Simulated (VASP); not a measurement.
Runs of VASP 6.6.1 on CeO. It takes space group F-43m (No. 216, cubic). The conventional cell has a = 5.266 Å, b = 5.266 Å, c = 5.266 Å, α = 90.00°, β = 90.00°, γ = 90.00°. Ce (site symmetry -43m) has 4 O at 2.28 Å as nearest neighbours. O (site symmetry -43m) has 4 Ce at 2.28 Å as nearest neighbours. The cell comes from a database or a generator and needn't be the stable form of this composition.

```csv
spin,U,fixed moment (μB),gap on the mesh (eV),pressure (GPa),moment (μB)
"collinear, zero start",Ce f U = 4 eV,-,none,13.4,0.41
"collinear, random start",Ce f U = 4 eV,-,none,16.2,1.47
"collinear, ferromagnetic start",Ce f U = 4 eV,1,-,17.0,1.00
"collinear, ferromagnetic start",Ce f U = 4 eV,-,none,16.5,(b)
"collinear, ferromagnetic start",Ce f U = 5 eV,-,none,18.4,1.49
off,Ce f U = 4 eV,-,none,(a),-
"collinear, random start",Ce f U = 5 eV,-,none,18.3,1.49
"non-collinear, random start, SOC",Ce f U = 4 eV,-,-,16.0,1.40
"collinear, ferromagnetic start",Ce f U = 5 eV,1,-,(c),1.00
```

Alike in all rows: task single point; level PBEsol+U; potentials or basis VASP PAW PBE potentials, release 64 (Ce, O); cell as given; k mesh 6 × 6 × 6; cutoff (eV) 520; smearing gaussian 0.05 eV.

Question: Fill in the values left out.

Answer: (a) 13.2; (b) 1.76; (c) 17.2.

Caveats: the PAW data sets were made with another functional, which shifts forces and pressure a little; the magnetic or orbital state may not be the lowest (some runs); spin-orbit coupling is left out, which moves the levels of the heavy elements (some runs); the total moment is fixed, so each spin has its own Fermi level (some runs); U without spin polarisation on a metal has little footing (some runs).

A k mesh can miss the band edges, and rows without SOC leave out spin-orbit coupling on Ce.

A gap of «none» marks a metal or a gap under the smearing width.
